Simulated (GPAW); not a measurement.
# HgTe in GPAW: convergence with convergence criteria

Input of the first run (convergence criteria density=0.001 energy=0.01 eigenstates=0.0001); the others differ in this setting and in those tied to it:

run.py

```python
from ase.dft.bandgap import bandgap
from ase.io import read, write
from ase.units import GPa
from gpaw import GPAW, PW

atoms = read('POSCAR')

calc = GPAW(mode=PW(600),
            xc='LDA',
            kpts={'size': (6, 6, 6), 'gamma': True},
            occupations={'name': 'fermi-dirac', 'width': 0.05},
            nbands=18,
            convergence={'density': 0.001, 'energy': 0.01, 'eigenstates': 0.0001},
            maxiter=100,
            txt='gpaw.txt')
atoms.calc = calc
energy = atoms.get_potential_energy()
forces = atoms.get_forces()
stress = atoms.get_stress()
calc.write('gs.gpw')
write('result.traj', atoms)
print(f'Energy: {energy:.6f} eV')
print('Forces (eV/A):')
print(forces.round(4))
print('Stress (GPa):', (stress / GPa).round(3))
print('Fermi level:', round(calc.get_fermi_level(), 4), 'eV')
print(f'Gap: {bandgap(calc)[0]:.4f} eV, direct: {bandgap(calc, direct=True)[0]:.4f} eV')
```

POSCAR

```
HgTe
1.0
   -3.0456030000      3.0456030000      1.5594100000
    3.0456030000     -3.0456030000      1.5594100000
    3.0456030000      3.0456030000     -1.5594100000
Hg Te
1 1
Direct
    0.7500000000      0.2500000000      0.5000000000
    0.0000000000      0.0000000000      0.0000000000
```

Potentials or basis: the program's PAW data sets (release 1.2.1) made for this functional, pw.

Launch:

```sh
$ OMP_NUM_THREADS=1 python run.py
```

Measurements of this composition are mostly on another form, of space group No. 216.

Hardware: 1 thread of Arm Neoverse V1, on a shared host.

| convergence criteria | energy less the tightest run, at zero smearing (meV/atom) | SCF cycles | CPU time (s) | peak memory (GiB) |
| --- | --- | --- | --- | --- |
| density=0.001 energy=0.01 eigenstates=0.0001 | 0.00 | 7 | 18 | 0.17 |
| default | 0.00 | 9 | 24 | 0.17 |
| density=1e-05 energy=1e-05 | 0.00 | 10 | 25 | 0.17 |
| density=1e-05 forces=0.0001 | 0.00 | 11 | 26 | 0.17 |
| density=1e-06 energy=1e-06 eigenstates=1e-10 | 0.00 | 12 | 30 | 0.17 |

Against the tightest run, the energy stays within 1 meV/atom from density=0.001 energy=0.01 eigenstates=0.0001 on. The tightest run that finished is the yardstick and may itself not be fully converged.

Caveat, for the tightest run too: the k mesh is coarse (spacing up to 0.38 Å⁻¹), so the values aren't converged; the program warned that so skewed a cell can give wrong results. Spin-orbit coupling is left out, which matters for the levels of Hg, Te.
